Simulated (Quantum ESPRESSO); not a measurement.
The system is GaSb.

```
CELL_PARAMETERS angstrom
0.00000 3.05900 3.05900
3.05900 0.00000 3.05900
3.05900 3.05900 0.00000
ATOMIC_POSITIONS crystal
Sb 0.75000 0.75000 0.75000
Ga 0.00000 0.00000 0.00000
```

- Program: Quantum ESPRESSO 7.5
- Task: phonons
- Functional: PBE
- Potentials or basis: PseudoDojo 0.4.1 SR PBE standard
- Cutoff: 1088 eV
- Density cutoff: 4354 eV
- k mesh: 8 × 8 × 8
- Occupations: cold, width 0.2 eV
- Spin: no spin polarisation
- Mixing beta: 0.5
- Most SCF iterations: 120
- SCF threshold: 4e-10 Ry

**Question.** Which optical modes does the crystal have at the zone centre, and which show in infrared and Raman spectra?

**Answer.** The optical modes are T2. Infrared active: T2. Raman active: T2.

Optical modes at Γ, degenerate ones joined:
```
cm⁻¹  components  symmetry     active in
 218           3        T2  IR and Raman
```
